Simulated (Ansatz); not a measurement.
Ionic part of the dielectric constant of SrO at 6 GPa, mode by mode

These are results of DFT PBEsol, scalar-relativistic, plane waves, PAW (Ansatz), not measurements. Plane waves to 420 eV; Γ-centred k mesh 8×8×8; fixed occupations. No spin polarisation. Phonons by linear response, acoustic sum rule imposed.

Symmetry: Fm-3m, No. 225, cubic system. The conventional cell has a = 5.027 Å, b = 5.027 Å, c = 5.027 Å, α = 90.00°, β = 90.00°, γ = 90.00°. Sr (site symmetry m-3m) has 6 O at 2.51 Å as nearest neighbours. Around O (site symmetry m-3m) lie 6 Sr at 2.51 Å.

The primitive cell has V = 31.76 Å³ and ε∞,yy = 3.900. Each polar mode adds Δε = (4.92064×10⁷/V)·S/ν² along y, with S its oscillator strength in e²/amu, ν in cm⁻¹ and V in Å³.

**Question.** From these modes, find each Δε and ε0,yy.
| ν (cm⁻¹) | S_yy (e²/amu) |
| --- | --- |
| 236.0 | 0.4594 |

**Answer.**
```
ν (cm⁻¹)     Δε
   236.0  12.78
```

The sum is 12.783, so ε0,yy = 16.68; the run's tensor has 16.68.

**Question.** Where do the longitudinal modes lie for a wave vector along y?

**Answer.** At 488 cm⁻¹. The Lyddane–Sachs–Teller product Π(ν_LO/ν_TO)² = 4.28 matches ε0/ε∞ = 4.28.

Cost: 1 run of about 0.7 core-minutes, on Arm Neoverse N1 (shared hosts).